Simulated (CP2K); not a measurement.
The system is KF (Carobbiite).

```
K F
1.0
     3.77857    0.00000    0.00000
     1.88928    3.27233    0.00000
     1.88928    1.09078    3.08519
K F
1 1
Direct
  0.00000 0.00000 0.00000
  0.50000 0.50000 0.50000
```

Program: CP2K 2026.2. Alike in all runs: no spin polarisation; cell as given; k mesh 9 × 9 × 9.

Task: Order these runs on this cell by their band gap on the k mesh, lowest first.
A. level r2SCAN; potentials or basis POTENTIAL_UZH K GTH-SCAN-q9, F GTH-SCAN-q7; TZVP-MOLOPT-SCAN-GTH basis; smearing fermi-dirac 0.05 eV; EPS_DEFAULT 1.0E-9; NGRIDS 5; points a segment of the path (NPOINTS) 10; bands added on the path 2; CUTOFF of the grids 1100 Ry
B. level TB-mBJ; potentials or basis POTENTIAL_UZH K GTH-PBE-q9, F GTH-PBE-q7; TZVP-MOLOPT-PBE-GTH basis; smearing fermi-dirac 0.0259 eV; EPS_DEFAULT 1.0E-10; NGRIDS 4; points a segment of the path (NPOINTS) 10; bands added on the path 4; CUTOFF of the grids 1100 Ry
C. level PBE; potentials or basis POTENTIAL_UZH K GTH-PBE-q9, F GTH-PBE-q7; TZVP-MOLOPT-PBE-GTH basis; smearing fermi-dirac 0.05 eV; EPS_DEFAULT 1.0E-10; NGRIDS 5; CUTOFF of the grids 750 Ry
D. level LDA; potentials or basis GTH_POTENTIALS K GTH-PADE-q9, F GTH-PADE-q7; TZVP-MOLOPT-PBE-GTH basis; smearing fermi-dirac 0.05 eV; EPS_DEFAULT 1.0E-9; NGRIDS 5; points a segment of the path (NPOINTS) 10; bands added on the path 2; CUTOFF of the grids 750 Ry
E. level PBEsol; potentials or basis POTENTIAL_UZH K GTH-PBE-q9, F GTH-PBE-q7; TZVP-MOLOPT-PBE-GTH basis; smearing fermi-dirac 0.0259 eV; EPS_DEFAULT 1.0E-9; NGRIDS 4; points a segment of the path (NPOINTS) 10; bands added on the path 4; CUTOFF of the grids 750 Ry

Result: D (5.80 eV), E (6.00 eV), C (6.17 eV), A (6.83 eV), B (7.17 eV).

Caveats: the basis of atomic orbitals isn't converged, which shifts pressures, moduli and gaps; an odd mesh through Γ misses points on the zone boundary, where band edges often lie (some runs); this is a model potential without an energy functional, so only levels have meaning (some runs).

Not every run made on this cell is shown here.
